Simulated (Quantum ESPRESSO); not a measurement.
# Nd (P6_3/mmc) in Quantum ESPRESSO: single point with PBE

Aim: the single point of Nd with PBE.

Program: Quantum ESPRESSO 7.5. These are calculated values, not measurements. Logs are shortened: lines on timing, memory, paths and dates and some standing lists are left out, and cuts for length are marked.

### 1 Starting point

The structure is hexagonal, space group P6_3/mmc (No. 194). The conventional cell has a = 3.657 Å, b = 3.657 Å, c = 5.902 Å, α = 90.00°, β = 90.00°, γ = 120.00°. Around Nd (site symmetry -6m2) lie 12 Nd at 3.63 to 3.66 Å.

This isn't the form of Nd at room conditions, which is double hcp.

### 2 Single point, PBE, collinear spin, ferromagnetic start

File pw.in:

```
&CONTROL
  calculation = 'scf'
  prefix = 'pwscf'
  outdir = './tmp'
  pseudo_dir = './pseudo'
  tprnfor = .true.
  tstress = .true.
  disk_io = 'nowf'
/
&SYSTEM
  ibrav = 0
  nat = 2
  ntyp = 1
  ecutwfc = 55
  ecutrho = 440
  nbnd = 24
  occupations = 'smearing'
  smearing = 'fd'
  degauss = 0.00367493
  nspin = 2
  starting_magnetization(1) = 0.3214
/
&ELECTRONS
  conv_thr = 4d-10
  electron_maxstep = 120
  mixing_beta = 0.3
/
ATOMIC_SPECIES
Nd   144.2420 Nd.paw.z_14.atompaw.wentzcovitch.v1.2.upf
CELL_PARAMETERS angstrom
   3.6570000000    0.0000000000    0.0000000000
  -1.8285000000    3.1670549016    0.0000000000
   0.0000000000    0.0000000000    5.9020000000
ATOMIC_POSITIONS crystal
Nd     0.6666666667    0.3333333333    0.7500000000
Nd     0.3333333333    0.6666666667    0.2500000000
K_POINTS automatic
8 8 5 0 0 0
```

Potentials or basis: SSSP 1.3 efficiency PBE.

Run with:

```sh
> OMP_NUM_THREADS=1 pw.x -in pw.in > pw.out
```

pw.out:

```text
This program is part of the open-source Quantum ESPRESSO suite
     for quantum simulation of materials; please cite
         "P. Giannozzi et al., J. Phys.:Condens. Matter 21 395502 (2009);
         "P. Giannozzi et al., J. Phys.:Condens. Matter 29 465901 (2017);
         "P. Giannozzi et al., J. Chem. Phys. 152 154105 (2020);
     in publications or presentations arising from this work. More details at

     file Nd.paw.z_14.atompaw.wentzcovitch.v1.2.upf: wavefunction(s)  6S 0P 5D 0D 0F renormalized
     Message from routine setup:
     using ibrav=0 with symmetry is DISCOURAGED, use correct ibrav instead

     G-vector sticks info
     --------------------
     sticks:   dense  smooth     PW     G-vecs:    dense   smooth      PW
     Sum        1453     733    211                71811    25409    4031

     Using Slab Decomposition

     bravais-lattice index     =            0
     lattice parameter (alat)  =       6.9107  a.u.
     unit-cell volume          =     461.2925 (a.u.)^3
     number of atoms/cell      =            2
     number of atomic types    =            1
     number of electrons       =        28.00
     number of Kohn-Sham states=           24
     kinetic-energy cutoff     =      55.0000  Ry
     charge density cutoff     =     440.0000  Ry
     scf convergence threshold =      4.0E-10
     mixing beta               =       0.3000
     number of iterations used =            8  plain     mixing
     Exchange-correlation= SLA PW PBX PBC
                           (   1   4   3   4   0   0   0)

     celldm(1)=   6.910728  celldm(2)=   0.000000  celldm(3)=   0.000000
     celldm(4)=   0.000000  celldm(5)=   0.000000  celldm(6)=   0.000000

     crystal axes: (cart. coord. in units of alat)
               a(1) = (   1.000000   0.000000   0.000000 )
               a(2) = (  -0.500000   0.866025   0.000000 )
               a(3) = (   0.000000   0.000000   1.613891 )

     reciprocal axes: (cart. coord. in units 2 pi/alat)
               b(1) = (  1.000000  0.577350 -0.000000 )
               b(2) = (  0.000000  1.154701  0.000000 )
               b(3) = (  0.000000 -0.000000  0.619620 )

     PseudoPot. # 1 for Nd read from file:
     Nd.paw.z_14.atompaw.wentzcovitch.v1.2.upf
     Pseudo is Projector augmented-wave + core cor, Zval = 14.0
     Generated using ATOMPAW code
     Shape of augmentation charge: BESSEL
     Using radial grid of 1105 points,  8 beta functions with:
                l(1) =   0
                l(2) =   0
                l(3) =   1
                l(4) =   1
                l(5) =   2
                l(6) =   2
                l(7) =   3
                l(8) =   3
     Q(r) pseudized with 0 coefficients

     atomic species   valence    mass     pseudopotential
     Nd               14.00   144.24200     Nd( 1.00)

     Starting magnetic structure
     atomic species   magnetization
     Nd              0.321

     24 Sym. Ops., with inversion, found (12 have fractional translation)

   Cartesian axes

     site n.     atom                  positions (alat units)
         1        Nd     tau(   1) = (   0.5000000   0.2886751   1.2104184  )
         2        Nd     tau(   2) = (  -0.0000000   0.5773503   0.4034728  )

     number of k points=    30  Fermi-Dirac smearing, width (Ry)=  0.0037
                       cart. coord. in units 2pi/alat
        k(    1) = (   0.0000000   0.0000000   0.0000000), wk =   0.0031250
        k(    2) = (   0.0000000   0.0000000   0.1239241), wk =   0.0062500
        k(    3) = (   0.0000000   0.0000000   0.2478482), wk =   0.0062500
        k(    4) = (   0.0000000   0.1443376   0.0000000), wk =   0.0187500
        k(    5) = (   0.0000000   0.1443376   0.1239241), wk =   0.0375000
        k(    6) = (   0.0000000   0.1443376   0.2478482), wk =   0.0375000
[... 22 lines left out ...]
        k(   29) = (   0.2500000   0.5773503   0.1239241), wk =   0.0375000
        k(   30) = (   0.2500000   0.5773503   0.2478482), wk =   0.0375000

     Dense  grid:    71811 G-vectors     FFT dimensions: (  48,  48,  80)

     Smooth grid:    25409 G-vectors     FFT dimensions: (  36,  36,  54)

     Generating pointlists ...
     new r_m :   0.4093 (alat units)  2.8285 (a.u.) for type    1

     Initial potential from superposition of free atoms

     starting charge      27.9876, renormalised to      28.0000
     Starting wfcs are   64 randomized atomic wfcs

     Self-consistent Calculation

     iteration #  1     ecut=    55.00 Ry     beta= 0.30
     Davidson diagonalization with overlap
     ethr =  1.00E-02,  avg # of iterations =  1.0

     total energy              =   -1073.81239359 Ry
     estimated scf accuracy    <       2.02216839 Ry

     total magnetization       =    11.40 Bohr mag/cell
     absolute magnetization    =    11.40 Bohr mag/cell

     iteration #  2     ecut=    55.00 Ry     beta= 0.30
     Davidson diagonalization with overlap
     ethr =  7.22E-03,  avg # of iterations =  5.8

     total energy              =   -1074.37805906 Ry
     estimated scf accuracy    <       5.94948040 Ry

     total magnetization       =     5.19 Bohr mag/cell
     absolute magnetization    =     5.19 Bohr mag/cell

     iteration #  3     ecut=    55.00 Ry     beta= 0.30
     Davidson diagonalization with overlap
     ethr =  7.22E-03,  avg # of iterations =  1.9

     total energy              =   -1074.42028896 Ry
     estimated scf accuracy    <       0.57607724 Ry

     total magnetization       =     7.81 Bohr mag/cell
     absolute magnetization    =     7.81 Bohr mag/cell
[... 261 lines left out ...]
     total energy              =   -1074.76733615 Ry
     estimated scf accuracy    <          1.7E-09 Ry

     total magnetization       =     8.17 Bohr mag/cell
     absolute magnetization    =     8.17 Bohr mag/cell

     iteration # 28     ecut=    55.00 Ry     beta= 0.30
     Davidson diagonalization with overlap
     ethr =  6.01E-12,  avg # of iterations =  7.7

     total energy              =   -1074.76733616 Ry
     estimated scf accuracy    <          6.3E-10 Ry

     total magnetization       =     8.17 Bohr mag/cell
     absolute magnetization    =     8.17 Bohr mag/cell

     iteration # 29     ecut=    55.00 Ry     beta= 0.30
     Davidson diagonalization with overlap
     ethr =  2.24E-12,  avg # of iterations =  4.2

     Magnetic moment per site  (integrated on atomic sphere of radius R)
     atom   1 (R=0.409)  charge= 12.5489  magn=  3.7532
     atom   2 (R=0.409)  charge= 12.5489  magn=  3.7532

     End of self-consistent calculation

 ------ SPIN UP ------------

          k = 0.0000 0.0000 0.0000 (  3177 PWs)   bands (ev):

   -25.6984 -25.5503  -7.4916  -6.5053  -6.5053  -6.3446  -6.3446  -6.2809
     7.6911   9.6262  11.3419  11.3419  11.4754  11.4859  11.4859  11.4870
    11.7721  11.9022  11.9022  11.9298  11.9617  11.9617  12.1554  12.3843

          k = 0.0000 0.0000 0.1239 (  3170 PWs)   bands (ev):

   -25.6846 -25.5647  -7.3871  -6.4902  -6.4902  -6.4099  -6.3602  -6.3602
     7.9946   9.6415  11.3530  11.3530  11.4670  11.4670  11.4765  11.4859
    11.7930  11.8790  11.9206  11.9206  11.9925  11.9925  12.0797  12.3114

          k = 0.0000 0.0000 0.2478 (  3182 PWs)   bands (ev):

   -25.6480 -25.6022  -7.1039  -6.7321  -6.4504  -6.4504  -6.4007  -6.4007
     8.7520   9.4575  11.3836  11.3836  11.4259  11.4259  11.4794  11.4829
    11.7388  11.7724  11.9706  11.9707  11.9707  12.0150  12.0150  12.0959

          k = 0.0000 0.1443 0.0000 (  3174 PWs)   bands (ev):

   -25.6806 -25.5422  -7.4353  -6.6415  -6.5476  -6.4849  -6.3630  -6.3046
     8.0921   9.9751  11.3218  11.3249  11.3827  11.4310  11.4326  11.5260
    11.6761  11.8322  11.9099  11.9214  11.9511  11.9768  12.1950  12.3712

          k = 0.0000 0.1443 0.1239 (  3166 PWs)   bands (ev):

   -25.6676 -25.5556  -7.3449  -6.6199  -6.5534  -6.5303  -6.3809  -6.3667
     8.3744  10.0053  11.3341  11.3372  11.3876  11.4206  11.4270  11.4940
    11.6985  11.7571  11.8864  11.9449  11.9540  12.0052  12.1599  12.2562
[... 129 lines left out ...]
   -25.5424 -25.5271  -7.3122  -7.2880  -6.9014  -6.8306  -6.5833  -6.4927
    10.5018  10.5513  11.1244  11.1790  11.2242  11.2478  11.2990  11.3195
    11.5105  11.5930  11.9259  11.9560  12.1376  12.1647  12.3330  12.3397

          k = 0.2500 0.5774 0.0000 (  3178 PWs)   bands (ev):

   -25.5355 -25.5152  -7.2599  -7.0778  -7.0056  -6.8422  -6.7704  -6.6788
    10.4814  10.9989  11.0293  11.2022  11.2203  11.2747  11.3506  11.3547
    11.4650  11.7638  11.8385  11.9386  12.1023  12.1351  12.2813  12.3228

          k = 0.2500 0.5774 0.1239 (  3173 PWs)   bands (ev):

   -25.5335 -25.5171  -7.2817  -7.1677  -7.0599  -6.8201  -6.7038  -6.5874
    10.4841  11.0094  11.0544  11.1981  11.1984  11.2501  11.2995  11.3467
    11.4683  11.5907  11.8831  12.0109  12.1540  12.1944  12.2860  12.3110

          k = 0.2500 0.5774 0.2478 (  3180 PWs)   bands (ev):

   -25.5284 -25.5221  -7.3230  -7.2874  -7.0162  -6.9145  -6.5495  -6.5070
    10.5253  10.7899  11.1049  11.1697  11.2070  11.2080  11.2902  11.3236
    11.4747  11.4856  12.0517  12.0836  12.2274  12.2387  12.2933  12.3187

 ------ SPIN DOWN ----------

          k = 0.0000 0.0000 0.0000 (  3177 PWs)   bands (ev):

   -24.0679 -23.9072  -6.2033  -5.2007  -5.2007  -5.0330  -5.0330  -4.9189
     8.5973  10.7019  13.2836  13.5030  13.5606  13.6524  13.6524  13.7156
    13.7291  13.7291  14.0033  14.0033  14.2955  14.2955  14.7225  14.7386

          k = 0.0000 0.0000 0.1239 (  3170 PWs)   bands (ev):

   -24.0528 -23.9229  -6.0930  -5.1849  -5.1849  -5.0566  -5.0493  -5.0493
     8.9035  10.6929  13.3241  13.3461  13.4331  13.6601  13.6601  13.6842
    13.7382  13.7382  13.9977  13.9977  14.2768  14.2768  14.4739  14.7290

          k = 0.0000 0.0000 0.2478 (  3182 PWs)   bands (ev):

   -24.0132 -23.9636  -5.7937  -5.3995  -5.1434  -5.1434  -5.0916  -5.0916
     9.6726  10.4319  13.0403  13.1310  13.4324  13.5721  13.6854  13.6854
    13.7245  13.7245  14.0590  14.0590  14.1971  14.1972  14.3771  14.4152

          k = 0.0000 0.1443 0.0000 (  3174 PWs)   bands (ev):

   -24.0485 -23.8984  -6.1431  -5.3456  -5.2460  -5.1818  -5.0517  -4.9433
     9.0089  11.0831  12.9423  13.2856  13.4211  13.4844  13.6487  13.7578
    13.7875  13.8194  14.0156  14.1042  14.2409  14.3046  14.4774  14.6361

          k = 0.0000 0.1443 0.1239 (  3166 PWs)   bands (ev):

   -24.0344 -23.9130  -6.0481  -5.3222  -5.2428  -5.2279  -5.0707  -5.0215
     9.2892  11.0853  12.9463  13.0058  13.3289  13.5754  13.6678  13.7339
    13.7634  13.7828  14.0303  14.1007  14.1930  14.2893  14.4184  14.4787
[... 129 lines left out ...]
   -23.8983 -23.8817  -6.0372  -6.0184  -5.6198  -5.5446  -5.2535  -5.1526
    11.3552  11.3886  12.4131  12.7505  13.0686  13.2725  13.8009  13.8623
    13.9119  13.9439  14.0315  14.0731  14.1231  14.1604  14.2653  14.3583

          k = 0.2500 0.5774 0.0000 (  3178 PWs)   bands (ev):

   -23.8907 -23.8687  -6.0093  -5.8001  -5.7267  -5.5091  -5.4844  -5.3362
    11.1438  12.0956  12.2435  12.8566  13.1663  13.3493  13.8756  13.9378
    13.9544  13.9592  14.0438  14.0522  14.1481  14.1585  14.2457  14.3010

          k = 0.2500 0.5774 0.1239 (  3173 PWs)   bands (ev):

   -23.8886 -23.8708  -6.0213  -5.8884  -5.7832  -5.5361  -5.3733  -5.2479
    11.2252  12.1351  12.1913  12.4329  13.2239  13.4416  13.8891  13.9364
    13.9435  13.9712  14.0198  14.0546  14.1380  14.1746  14.2285  14.2689

          k = 0.2500 0.5774 0.2478 (  3180 PWs)   bands (ev):

   -23.8830 -23.8762  -6.0509  -6.0107  -5.7456  -5.6385  -5.2125  -5.1666
    11.3898  11.7451  12.3029  12.3387  13.2601  13.3849  13.9246  13.9328
    13.9425  13.9697  14.0022  14.0647  14.0853  14.1340  14.2761  14.2812

     the Fermi energy is    11.7457 ev

!    total energy              =   -1074.76733616 Ry
     total all-electron energy =     -1074.767336 Ry
     estimated scf accuracy    <          2.9E-10 Ry
     smearing contrib. (-TS)   =      -0.00407795 Ry
     internal energy E=F+TS    =   -1074.76325821 Ry

     The total energy is F=E-TS. E is the sum of the following terms:
     one-electron contribution =     -50.27757990 Ry
     hartree contribution      =      48.07526278 Ry
     xc contribution           =     -28.47808466 Ry
     ewald contribution        =    -184.60737147 Ry
     one-center paw contrib.   =    -859.47548496 Ry

     total magnetization       =     8.17 Bohr mag/cell
     absolute magnetization    =     8.17 Bohr mag/cell

     convergence has been achieved in  29 iterations

     Forces acting on atoms (cartesian axes, Ry/au):

     atom    1 type  1   force =     0.00000000   -0.00000000    0.00000000
     atom    2 type  1   force =    -0.00000000   -0.00000000    0.00000000

     Total force =     0.000000     Total SCF correction =     0.000000

     Computing stress (Cartesian axis) and pressure

          total   stress  (Ry/bohr**3)                   (kbar)     P=        2.70
   0.00003229   0.00000000  -0.00000000            4.75        0.00       -0.00
   0.00000000   0.00003229  -0.00000000            0.00        4.75       -0.00
  -0.00000000  -0.00000000  -0.00000944           -0.00       -0.00       -1.39

=------------------------------------------------------------------------------=
   JOB DONE.
=------------------------------------------------------------------------------=
```

Run time: 7.6 min. Hardware: 1 thread of Arm Neoverse V1, shared host; peak memory 0.79 GiB.

What came out:

- Free energy: -14622.9546 eV
- Pressure: 0.3 GPa
- Band gap on the k mesh: none (metal or under the smearing width)
- Net moment: 8.17 μB per cell
- Absolute moment: 8.17 μB per cell
- Site moments: Nd +3.75 μB
- Valence electrons inside the program's atomic spheres: Nd 12.55

Stress tensor (GPa, compression positive):
```
 0.47  0.00  0.00
 0.00  0.47  0.00
 0.00  0.00 -0.14
```

Levels at points of the mesh, in eV from the Fermi level:
Spin up:
| k point | band 14 | band 15 | band 16 | band 17 | band 18 | band 19 | band 20 | band 21 | band 22 | band 23 |
| --- | --- | --- | --- | --- | --- | --- | --- | --- | --- | --- |
| (0.00, 0.00, 0.00) | -0.26 | -0.26 | -0.26 | 0.03 | 0.16 | 0.16 | 0.18 | 0.22 | 0.22 | 0.41 |
| (0.00, -0.50, 0.00) | -0.52 | -0.43 | -0.37 | -0.18 | 0.06 | 0.15 | 0.31 | 0.37 | 0.41 | 0.49 |
Spin down:
```tsv
k point	band 7	band 8	band 9	band 10	band 11	band 12	band 13	band 14
(0.00, 0.00, 0.00)	-16.78	-16.66	-3.15	-1.04	1.54	1.76	1.81	1.91
(0.00, -0.50, 0.00)	-16.98	-16.93	-0.82	-0.52	-0.51	1.65	1.72	1.78
```

Caveat: the magnetic or orbital state may not be the lowest; spin-orbit coupling is left out, which moves the levels of the heavy elements. The state reached can hang on the start; a lower one may exist.
